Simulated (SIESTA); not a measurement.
Runs of SIESTA 5.4.2 on PbO2. The structure is cubic, space group Fm-3m (No. 225). Conventional cell: a = 5.404 Å, b = 5.404 Å, c = 5.404 Å, α = 90.00°, β = 90.00°, γ = 90.00°. Pb (site symmetry m-3m) is surrounded by 8 O at 2.34 Å. O (site symmetry -43m) is surrounded by 4 Pb at 2.34 Å. The cell comes from a database or a generator and needn't be the stable form of this composition.

| task | level | potentials or basis | cell | k mesh | optimiser | force tolerance | stress tolerance (GPa) | broadening (eV) | window to (eV) | grid cutoff | gap on the mesh (eV) | pressure (GPa) | V0 of scaled cells (Å³/atom) | relaxed volume (Å³/atom) | B0 (GPa) |
| --- | --- | --- | --- | --- | --- | --- | --- | --- | --- | --- | --- | --- | --- | --- | --- |
| equation of state | PBEsol | PseudoDojo 0.4 standard (PBEsol files), DZP (energy shift 0.003 Ry; two zetas on semicore shells) | as given | 9 × 9 × 9 | - | - | - | - | - | 800 Ry | - | - | 13.04 | - | 150 |
| relaxation of cell and atoms | PBEsol | PseudoDojo 0.4 standard (PBEsol files), DZP (energy shift 0.003 Ry; two zetas on semicore shells) | relaxed | 7 × 7 × 7 | Broyden | 0.01 eV/Å | 0.05 | - | - | 1200 Ry | none | 0.0 | - | 13.02 | - |
| optical spectrum | PBEsol | PseudoDojo 0.4 standard (PBEsol files), DZP (energy shift 0.003 Ry; two zetas on semicore shells) | as given | 9 × 9 × 9 | - | - | - | 0.3 eV | 30 eV | 800 Ry | none | (c) | - | - | - |
| relaxation of cell and atoms | PBEsol | PseudoDojo 0.4 standard (PBEsol files), DZP (energy shift 0.003 Ry; two zetas on semicore shells) | relaxed | 7 × 7 × 7 | Broyden | 0.01 eV/Å | 0.05 | - | - | 800 Ry | none | 0.0 | - | 13.03 | - |
| band structure | LDA | PseudoDojo 0.4 standard (LDA files), DZP (energy shift 0.003 Ry; two zetas on semicore shells) | as given | 9 × 9 × 9 | - | - | - | - | - | 800 Ry | none | (b) | - | - | - |
| equation of state | LDA | PseudoDojo 0.4 standard (LDA files), DZP (energy shift 0.003 Ry; two zetas on semicore shells) | as given | 9 × 9 × 9 | - | - | - | - | - | 800 Ry | - | - | 12.62 | - | (a) |

Alike in all rows: no spin polarisation; smearing fermi-dirac 0.05 eV; energy shift 0.003 Ry.

Task: Estimate the missing entries.

Result: (a) 166; (b) -6.2; (c) -1.2.

Caveats: the basis of atomic orbitals isn't converged, which shifts pressures, moduli and gaps; the basis holds too few empty states to meet the f-sum rule, so the spectrum is short of weight at high energy (some runs).

A k mesh can miss the band edges, and the runs leave out spin-orbit coupling on Pb.

A gap of «none» marks a metal or a gap under the smearing width.

Not every run made on this cell is shown here.
